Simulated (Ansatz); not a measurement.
**Al$_{2}$Cu: computed properties**

Theory: DFT PBE, scalar-relativistic, plane waves, PAW in Ansatz.

Settings: cutoff 420 eV, Γ-centred mesh 18×18×8 on the computed 3-atom cell, Gaussian smearing of 0.10 eV; no spin polarisation.

The structure is relaxed at this level of theory with its symmetry kept, and needn't be the ground state of this composition.

```cif
data_structure
_symmetry_space_group_name_H-M 'P-3m1'
_symmetry_Int_Tables_number 164
_cell_length_a 2.8665
_cell_length_b 2.8665
_cell_length_c 6.2270
_cell_angle_alpha 90.000
_cell_angle_beta 90.000
_cell_angle_gamma 120.000
_cell_volume 44.31
loop_
_atom_site_label
_atom_site_type_symbol
_atom_site_symmetry_multiplicity
_atom_site_Wyckoff_symbol
_atom_site_fract_x
_atom_site_fract_y
_atom_site_fract_z
_atom_site_occupancy
Al1 Al 2 d 0.33333 0.66667 0.18401 1
Cu1 Cu 1 b 0.00000 0.00000 0.50000 1
```

Problem. Formation energy from the elements' standard states (uncorrected)?

Solution. -0.099 eV/atom.

Problem. Kohn–Sham band gap?

Solution. none (metal).

Problem. Density of states at the Fermi level?

Solution. 0.7 states/eV per cell.

Problem. Orbital (Löwdin) character within 0.5 eV of the Fermi level?

Solution. Al 3p 55 %, Al 3s 23 %, Cu 3d 9 %, unprojected 7 %.

Problem. Bader charge by site (e)?

Solution. Al (2 in the cell) 0.56, Cu (1 in the cell) -1.11.

The cell was found from a structure generator's guess, not taken from experiment. Löwdin shares on free-atom orbitals overweight diffuse shells.
